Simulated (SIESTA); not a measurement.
Pb under changes of volume

One of the cells (30.929 Å³/atom); the others are scaled copies at fixed shape and fractional positions:

```
Pb
1.0
     0.00000    2.49141    2.49141
     2.49141    0.00000    2.49141
     2.49141    2.49141    0.00000
Pb
1
Direct
  0.00000 0.00000 0.00000
```

| Quantity | Value |
| --- | --- |
| Program | SIESTA 5.4.2 |
| Functional | PBE |
| Potentials or basis | PseudoDojo 0.4 standard (PBE files) |
| Basis | DZP (energy shift 0.003 Ry; two zetas on semicore shells) |
| Grid cutoff | 500 Ry |
| Energy shift | 0.003 Ry |
| k mesh | 9 × 9 × 9 |
| Occupations | fermi-dirac, width 0.05 eV |
| Spin | no spin polarisation |

```tsv
volume (Å³/atom)	energy over the lowest point (meV/atom)	pressure (GPa)
28.503	?	?
29.110	45.27	5.0
29.716	28.61	3.9
30.929	7.35	1.8
31.535	2.31	1.0
32.142	0.00	0.2
```

Task: What does the run at 28.503 Å³/atom give?

Result: Energy over the lowest point 66.84 meV/atom; pressure 6.4 GPa.

Worked out: A Birch-Murnaghan fit of order 3 (a polynomial in V^(-2/3)) to the other rows has its minimum at 32.31 Å³/atom, just outside them, with B0 = V·E''(V) = 37 GPa and B' = 4.8. It gives 66.81 meV/atom at 28.503 Å³/atom, against the run's 66.84, and -dE/dV = 6.4 GPa, against 6.4.

Energies are extrapolated to zero smearing.

Caveats: the basis of atomic orbitals isn't converged, which shifts pressures, moduli and gaps.
